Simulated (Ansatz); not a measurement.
SiNi:

```
CELL_PARAMETERS angstrom
2.94277 0.00000 0.00000
0.00000 3.28033 0.00000
0.00000 0.00000 4.67745
ATOMIC_POSITIONS crystal
Ni 0.50000 0.50000 0.34250
Ni 0.00000 0.00000 0.65750
Si 0.50000 0.50000 0.84314
Si 0.00000 0.00000 0.15686
```

The cell is a database's computed one.

Program: Ansatz 0.2.0. Alike in all runs: task single point; level PBE; potentials or basis Ansatz PAW; spin collinear, ferromagnetic start; cell as given; k mesh 8 × 7 × 5; cutoff (eV) 420; smearing fermi-dirac 0.05 eV.

Q: Order these runs on this cell by their pressure, lowest first.
A. fixed moment (μB) 2.0
B. fixed moment (μB) 0.5
C. fixed moment (μB) 1.5
D. fixed moment (μB) 3.0
E. fixed moment (μB) 1.0

A: B (7.4 GPa), E (9.2 GPa), C (11.5 GPa), A (14.8 GPa), D (21.2 GPa).

Caveats: the total moment is fixed, so each spin has its own Fermi level; the thresholds are loose for stress.
